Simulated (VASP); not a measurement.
# Mg2Ge (Fm-3m) in VASP: further runs

Runs on Mg2Ge. Level: PBE. Tasks: density of states, phonons.

Everything below comes from runs of VASP 6.6.1. Logs are shortened: lines on timing, memory, paths and dates and some standing lists are left out, and cuts for length are marked.

### 1 Starting point

The structure is cubic, space group Fm-3m (No. 225). Conventional cell: a = 6.422 Å, b = 6.422 Å, c = 6.422 Å, α = 90.00°, β = 90.00°, γ = 90.00°. Mg (site symmetry -43m) is surrounded by 4 Ge at 2.78 Å. Ge (site symmetry m-3m) has 8 Mg at 2.78 Å as nearest neighbours.

### 2 Density of states, PBE

File POSCAR:

```
Mg2Ge
1.0
    0.0000000000      3.2109592253      3.2109592253
    3.2109592253      0.0000000000      3.2109592253
    3.2109592253      3.2109592253      0.0000000000
Mg Ge
2 1
Direct
    0.2500000000      0.2500000000      0.2500000000
    0.7500000000      0.7500000000      0.7500000000
    0.0000000000      0.0000000000      0.0000000000
```

File INCAR.step1:

```
SYSTEM = Mg2Ge
  PREC = Accurate
  ENCUT = 520
  EDIFF = 1E-7
  ISMEAR = 0
  SIGMA = 0.01
  LREAL = .FALSE.
  LASPH = .TRUE.
  NELM = 100
  ALGO = Normal
  ISIF = 2
  LWAVE = .FALSE.
  LCHARG = .TRUE.
  GGA = PE
  NBANDS = 16
```

File KPOINTS.step1:

```
regular mesh
0
G
  10 10 10
  0 0 0
```

File INCAR.step2:

```
SYSTEM = Mg2Ge
  PREC = Accurate
  ENCUT = 520
  EDIFF = 1E-7
  ISMEAR = -5
  SIGMA = 0.01
  LREAL = .FALSE.
  LASPH = .TRUE.
  NELM = 100
  ALGO = Normal
  ISIF = 2
  LWAVE = .FALSE.
  LCHARG = .FALSE.
  GGA = PE
  LORBIT = 10
  NBANDS = 16
  NEDOS = 1001
  ICHARG = 11
```

File KPOINTS.step2:

```
regular mesh
0
G
  15 15 15
  0 0 0
```

Potentials or basis: VASP PAW PBE potentials, release 64 (Mg, Ge_d).

On the command line:

```console
$ cat potpaw_PBE.64/Mg/POTCAR potpaw_PBE.64/Ge_d/POTCAR > POTCAR
$ cp INCAR.step1 INCAR
$ cp KPOINTS.step1 KPOINTS
$ mpirun -np 1 vasp_std > vasp.out
$ cp INCAR.step2 INCAR
$ cp KPOINTS.step2 KPOINTS
$ mpirun -np 1 vasp_std > vasp.out
```

OUTCAR:

```text
SYSTEM = Mg2Ge
   PREC = Accurate
   ENCUT = 520
   EDIFF = 1E-7
   ISMEAR = -5
   LREAL = .FALSE.
   LASPH = .TRUE.
   NELM = 100
   ISIF = 2
   GGA = PE
   LORBIT = 10
   ICHARG = 11

 ion  position               nearest neighbor table
   1  0.250  0.250  0.250-   3 2.78   3 2.78   3 2.78   3 2.78   2 3.21   2 3.21   2 3.21   2 3.21
                             2 3.21   2 3.21
   2  0.750  0.750  0.750-   3 2.78   3 2.78   3 2.78   3 2.78   1 3.21   1 3.21   1 3.21   1 3.21
                             1 3.21   1 3.21
   3  0.000  0.000  0.000-   2 2.78   2 2.78   2 2.78   1 2.78   2 2.78   1 2.78   1 2.78   1 2.78

  LATTYP: Found a face centered cubic cell.
 ALAT       =     6.4219184506

  Lattice vectors:

 A1 = (   0.0000000000,   3.2109592253,   3.2109592253)
 A2 = (   3.2109592253,   0.0000000000,   3.2109592253)
 A3 = (   3.2109592253,   3.2109592253,   0.0000000000)

Analysis of symmetry for initial positions (statically):
=====================================================================
 Subroutine PRICEL returns:
 Original cell was already a primitive cell.

 Routine SETGRP: Setting up the symmetry group for a
 face centered cubic supercell.

 Subroutine GETGRP returns: Found 48 space group operations
 (whereof 48 operations were pure point group operations)
 out of a pool of 48 trial point group operations.

The static configuration has the point symmetry O_h .

Analysis of symmetry for dynamics (positions and initial velocities):
=====================================================================
 Subroutine PRICEL returns:
 Original cell was already a primitive cell.

 Routine SETGRP: Setting up the symmetry group for a
 face centered cubic supercell.

 Subroutine GETGRP returns: Found 48 space group operations
 (whereof 48 operations were pure point group operations)
 out of a pool of 48 trial point group operations.

The dynamic configuration has the point symmetry O_h .

 Subroutine INISYM returns: Found 48 space group operations
 (whereof 48 operations are pure point group operations),
 and found     1 'primitive' translations

----------------------------------------------------------------------------------------

                                     Primitive cell

  volume of cell :      66.2116

  direct lattice vectors                    reciprocal lattice vectors
     0.000000000  3.210959225  3.210959225    -0.155716708  0.155716708  0.155716708
     3.210959225  0.000000000  3.210959225     0.155716708 -0.155716708  0.155716708
     3.210959225  3.210959225  0.000000000     0.155716708  0.155716708 -0.155716708

  length of vectors
     4.540982085  4.540982085  4.540982085     0.269709250  0.269709250  0.269709250

  position of ions in fractional coordinates (direct lattice)
     0.250000000  0.250000000  0.250000000
     0.750000000  0.750000000  0.750000000
     0.000000000  0.000000000  0.000000000

  ion indices of the primitive-cell ions
   primitive index   ion index
                 1           1
                 2           2
                 3           3

----------------------------------------------------------------------------------------

 KPOINTS: regular mesh

Automatic generation of k-mesh.
 Grid dimensions read from file:
 generate k-points for:   15   15   15

 Generating k-lattice:

  Cartesian coordinates                     Fractional coordinates (reciprocal lattice)
    -0.010381114  0.010381114  0.010381114     0.066666667  0.000000000  0.000000000
     0.010381114 -0.010381114  0.010381114     0.000000000  0.066666667  0.000000000
     0.010381114  0.010381114 -0.010381114     0.000000000  0.000000000  0.066666667

  Length of vectors
     0.017980617  0.017980617  0.017980617

  Shift w.r.t. Gamma in fractional coordinates (k-lattice)
     0.000000000  0.000000000  0.000000000

 TETIRR: Found    484 inequivalent tetrahedra from    20250

 Subroutine IBZKPT returns following result:
 ===========================================

 Found    120 irreducible k-points:

 Following reciprocal coordinates:
            Coordinates               Weight
  0.000000  0.000000  0.000000      1.000000
  0.066667  0.000000  0.000000      8.000000
  0.133333  0.000000  0.000000      8.000000
  0.200000  0.000000  0.000000      8.000000
  0.266667  0.000000  0.000000      8.000000
  0.333333  0.000000  0.000000      8.000000
[... 16 lines left out ...]
  0.133333  0.133333  0.000000      6.000000
  0.200000  0.133333  0.000000     24.000000
 [... further k-points ...]
   k-points           NKPTS =    120   k-points in BZ     NKDIM =    120   number of bands    NBANDS=     16
   number of dos      NEDOS =   1001   number of ions     NIONS =      3
   total plane-waves  NPLWV =  46656
   dimension x,y,z NGX =    36 NGY =   36 NGZ =   36
   dimension x,y,z NGXF=    72 NGYF=   72 NGZF=   72
   ions per type =               2   1
   NGX,Y,Z   is equivalent  to a cutoff of  13.18, 13.18, 13.18 a.u.
   NGXF,Y,Z  is equivalent  to a cutoff of  26.36, 26.36, 26.36 a.u.
 SYSTEM =  Mg2Ge
   PREC   = accura    normal or accurate (medium, high low for compatibility)
   ISTART =      0    job   : 0-new  1-cont  2-samecut
   ICHARG =     11    charge: 1-file 2-atom 10-const
   ISPIN  =      1    spin polarized calculation?
   LNONCOLLINEAR =      F non collinear calculations
   LSORBIT =      F    spin-orbit coupling
   LASPH  =      T    aspherical Exc in radial PAW
   ENCUT  =  520.0 eV  38.22 Ry    6.18 a.u.   8.44  8.44  8.44*2*pi/ulx,y,z
   NELM   =    100;   NELMIN=  2; NELMDL=  0     # of ELM steps
   EDIFF  = 0.1E-06   stopping-criterion for ELM
   LREAL  =      F    real-space projection
   EDIFFG = 0.1E-05   stopping-criterion for IOM
   NSW    =      0    number of steps for IOM
   IBRION =     -1    ionic relax: 0-MD 1-quasi-New 2-CG
   NFREE  =      0    steps in history (QN), initial steepest desc. (CG)
   ISIF   =      2    stress and relaxation
   ISYM   =      2    0-nonsym 1-usesym 2-fastsym
   POTIM  = 0.5000    time-step for ionic-motion
   TEBEG  =    0.0;   TEEND  =   0.0 temperature during run
   PSTRESS=    0.0 pullay stress
   NELECT =      18.0000    total number of electrons
   NUPDOWN=      -1.0000    fix difference up-down
   EMIN   =  10.00;   EMAX   =-10.00  energy-range for DOS
   EFERMI =   0.00;   METHOD = LEGACY
   ISMEAR =    -5;   SIGMA  =   0.01  broadening in eV -4-tet -1-fermi 0-gaus
   EFERMI_NEDOS =   21; number of points for ismear=-14 and -15
   IALGO  =     38    algorithm
   IMIX   =      4    mixing-type and parameters
     AMIX     =   0.40;   BMIX     =  1.00
     AMIX_MAG =   1.60;   BMIX_MAG =  1.00
  volume/ion in A,a.u.               =      22.07       148.94
  Fermi-wavevector in a.u.,A,eV,Ry     =   1.060525  2.004101 15.302651  1.124713
  Thomas-Fermi vector in A             =   2.195909
   LORBIT       =     10    0 simple, 1 ext, 2 COOP (PROOUT), +10 PAW based schemes
   GGA     = PE    functional components
   LHFCALC =     F    Hartree Fock is set to
   AEXX    =    0.0000 exact exchange contribution
   IVDW    =     0    specifies the selected vdW correction
   LEPSILON=     F    determine dielectric tensor
   LRPA    =     F    only Hartree local field effects (RPA)
 non-spin polarized calculation
 Fermi weights with tetrahedron method with Bloechl corrections
  energy-cutoff  :      520.00
  volume of cell :       66.21
 maximum number of plane-waves:      1816
 NGX is ok and might be reduce to    36

 number of electron      18.0000014 magnetization

 Free energy of the ion-electron system (eV)
  ---------------------------------------------------
  ext. energy  EPLUGINS =         0.00000000
  ---------------------------------------------------
  free energy    TOTEN  =        -8.36282881 eV

  energy without entropy =       -8.36282881  energy(sigma->0) =       -8.36282881

 E-fermi :   3.4353     XC(G=0):  -9.0167

 val. band max:        3.4175968315   @ k =   0.0000   0.0000   0.0000
 cond. band min:       3.6103541583   @ k =   0.4667   0.4667   0.0000
 fundamental gap:      0.1927573267
 Fermi energy:         3.4353443794

 k-point     1 :       0.0000    0.0000    0.0000
  band No.  band energies     occupation
      1     -20.2857      2.00000
      2     -20.2857      2.00000
      3     -20.2857      2.00000
      4     -20.2689      2.00000
      5     -20.2689      2.00000
      6      -6.2521      2.00000
[... 8 lines left out ...]
     15       9.4903      0.00000
     16       9.4903      0.00000

 k-point     2 :       0.0667    0.0000    0.0000
  band No.  band energies     occupation
      1     -20.2857      2.00000
      2     -20.2856      2.00000
      3     -20.2856      2.00000
      4     -20.2689      2.00000
      5     -20.2689      2.00000
      6      -6.2156      2.00000
[... 8 lines left out ...]
     15       9.1111      0.00000
     16       9.6140      0.00000

 k-point     3 :       0.1333    0.0000    0.0000
  band No.  band energies     occupation
      1     -20.2856      2.00000
      2     -20.2855      2.00000
      3     -20.2855      2.00000
      4     -20.2689      2.00000
      5     -20.2689      2.00000
      6      -6.1081      2.00000
[... 8 lines left out ...]
     15       8.6471      0.00000
     16       9.7769      0.00000

 k-point     4 :       0.2000    0.0000    0.0000
  band No.  band energies     occupation
      1     -20.2856      2.00000
      2     -20.2853      2.00000
      3     -20.2853      2.00000
      4     -20.2689      2.00000
      5     -20.2689      2.00000
      6      -5.9358      2.00000
[... 8 lines left out ...]
     15       8.4780      0.00000
     16       9.4372      0.00000
[... 324 lines left out ...]
 k-point    22 :      -0.0667    0.0667    0.0000
  band No.  band energies     occupation
      1     -20.2857      2.00000
      2     -20.2856      2.00000
      3     -20.2855      2.00000
      4     -20.2689      2.00000
      5     -20.2689      2.00000
      6      -6.1555      2.00000
[... 8 lines left out ...]
     15       9.0286      0.00000
     16       9.9296      0.00000

 k-point    23 :       0.1333    0.1333    0.0000
  band No.  band energies     occupation
      1     -20.2859      2.00000
      2     -20.2853      2.00000
      3     -20.2853      2.00000
      4     -20.2690      2.00000
      5     -20.2688      2.00000
      6      -6.0599      2.00000
[... 8 lines left out ...]
     15       9.7329      0.00000
     16      10.4474      0.00000

 k-point    24 :       0.2000    0.1333    0.0000
  band No.  band energies     occupation
      1     -20.2859      2.00000
      2     -20.2852      2.00000
      3     -20.2851      2.00000
      4     -20.2691      2.00000
      5     -20.2687      2.00000
      6      -5.9324      2.00000
[... 8 lines left out ...]
     15       9.6349      0.00000
     16      10.6038      0.00000

 [... further k-points ...]
[... 5 lines left out ...]
  --------------------------------------------------------------------------------------
  -------------------------------------------------------------------------------------
  Total       -0.0780298     -0.0780298     -0.0780298     -0.0000000      0.0000000      0.0000000
  in kB       -1.8881502     -1.8881502     -1.8881502     -0.0000000      0.0000000      0.0000000
  external PRESSURE =      -1.8881502 kB  Pullay stress =       0.0000000 kB

 VOLUME and BASIS-vectors are now :
 -----------------------------------------------------------------------------
  energy-cutoff  :      520.00
  volume of cell :       66.21
      direct lattice vectors                 reciprocal lattice vectors
     0.000000000  3.210959225  3.210959225    -0.155716708  0.155716708  0.155716708
     3.210959225  0.000000000  3.210959225     0.155716708 -0.155716708  0.155716708
     3.210959225  3.210959225  0.000000000     0.155716708  0.155716708 -0.155716708

 POSITION                                       TOTAL-FORCE (eV/Angst)
 -----------------------------------------------------------------------------------
      1.60548      1.60548      1.60548         0.000000      0.000000      0.000000
      4.81644      4.81644      4.81644        -0.000000     -0.000000     -0.000000
      0.00000      0.00000      0.00000         0.000000     -0.000000      0.000000
 -----------------------------------------------------------------------------------
    total drift:                               -0.000000      0.000000      0.000000

  FREE ENERGIE OF THE ION-ELECTRON SYSTEM (eV)
  ---------------------------------------------------
  free  energy   TOTEN  =        -8.3628288066 eV

  energy  without entropy=       -8.3628288066  energy(sigma->0) =       -8.36282881

 total charge

# of ion       s       p       d       tot
------------------------------------------
    1        0.182   0.134   0.022   0.338
    2        0.182   0.134   0.022   0.338
    3        1.117   1.351   9.962  12.429
--------------------------------------------------
tot          1.480   1.619  10.007  13.106
```

Run time: 2.3 min. Hardware: 1 thread of Intel Xeon Platinum 8488C (Sapphire Rapids), shared host; peak memory 0.29 GiB.

Results:

* Valence electrons inside the program's atomic spheres: Mg 0.34; Ge 12.43

States per cell in windows of 1 eV (zero at the valence-band top; states under -8 eV left out):
| from (eV) | total | Ge3_p | Mg1_p | Mg2_p | Ge3_d | Mg1_s | Mg2_s |
| --- | --- | --- | --- | --- | --- | --- | --- |
| -8.0 | 0.00 | 0.00 | 0.00 | 0.00 | 0.00 | 0.00 | 0.00 |
| -7.0 | 0.00 | 0.00 | 0.00 | 0.00 | 0.00 | 0.00 | 0.00 |
| -6.0 | 0.00 | 0.00 | 0.00 | 0.00 | 0.00 | 0.00 | 0.00 |
| -5.0 | 0.99 | 0.16 | 0.01 | 0.01 | 0.00 | 0.05 | 0.05 |
| -4.0 | 1.14 | 0.19 | 0.01 | 0.01 | 0.00 | 0.05 | 0.05 |
| -3.0 | 1.28 | 0.26 | 0.03 | 0.03 | 0.00 | 0.04 | 0.04 |
| -2.0 | 1.77 | 0.46 | 0.05 | 0.05 | 0.01 | 0.02 | 0.02 |
| -1.0 | 0.83 | 0.27 | 0.02 | 0.02 | 0.00 | 0.00 | 0.00 |
| 0.0 | 0.29 | 0.01 | 0.01 | 0.01 | 0.01 | 0.01 | 0.01 |
| 1.0 | 1.51 | 0.07 | 0.03 | 0.03 | 0.05 | 0.07 | 0.07 |
| 2.0 | 1.69 | 0.11 | 0.05 | 0.05 | 0.07 | 0.05 | 0.05 |
| 3.0 | 1.79 | 0.14 | 0.07 | 0.07 | 0.08 | 0.04 | 0.04 |
| 4.0 | 1.61 | 0.16 | 0.06 | 0.06 | 0.07 | 0.03 | 0.03 |
| 5.0 | 1.58 | 0.17 | 0.05 | 0.05 | 0.07 | 0.02 | 0.02 |
| 6.0 | 1.84 | 0.18 | 0.06 | 0.06 | 0.07 | 0.04 | 0.04 |
| 7.0 | 1.98 | 0.25 | 0.07 | 0.07 | 0.05 | 0.04 | 0.04 |

(Continued in part 2 of 2.)
